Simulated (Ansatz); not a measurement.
The system is Si3N4.

```xyz
7
Lattice="4.1308 0.0000 0.0000 0.0000 4.1308 0.0000 0.0000 0.0000 4.1308" Properties=species:S:1:pos:R:3 pbc="T T T"
Si    0.0000    0.0000    2.0654
Si    2.0654    0.0000    0.0000
Si    0.0000    2.0654    0.0000
N     0.9894    0.9894    3.1414
N     3.1414    3.1414    3.1414
N     0.9894    3.1414    0.9894
N     3.1414    0.9894    0.9894
```

The cell was built by a generator and needn't be a form met in nature.

* Program: Ansatz 0.2.0
* Task: relaxation of cell and atoms
* Functional: r2SCAN
* Potentials or basis: Ansatz PAW
* Cutoff: 500 eV (not typed: the program's choice for these potentials)
* k mesh: 7 × 7 × 7
* Occupations: fermi-dirac, width 0.05 eV
* Spin: no spin polarisation

At the start: volume 10.07 Å³/atom.

Q: How do energy, volume and symmetry change on relaxing?

A: It ends after 5 steps and the volume is 9.85 Å³/atom (-2.1 %); space group P-43m (No. 215, to 0.05 Å).

Step by step:
```tsv
step	energy change (eV)	largest force (eV/Å)	volume (Å³)
1	0.0000	0.2927	70.48
2	-0.0223	0.1987	69.66
3	-0.0307	0.0111	68.93
4	-0.0308	0.0022	68.97
5	-0.0303	0.0022	68.97
```

Final structure:
```
Si N
1.0
     4.10104    0.00000    0.00000
     0.00000    4.10104    0.00000
     0.00000    0.00000    4.10104
Si N
3 4
Direct
  0.00000 0.00000 0.50000
  0.50000 0.00000 0.00000
  0.00000 0.50000 0.00000
  0.23890 0.23890 0.76110
  0.76110 0.76110 0.76110
  0.23890 0.76110 0.23890
  0.76110 0.23890 0.23890
```

Caveat: the plane-wave basis is chosen anew once the cell has moved, so the energies of steps on either side of that aren't comparable; the PAW data sets come from PBE, with cores solved anew for the run's functional, which leaves a small shift of forces and pressure.
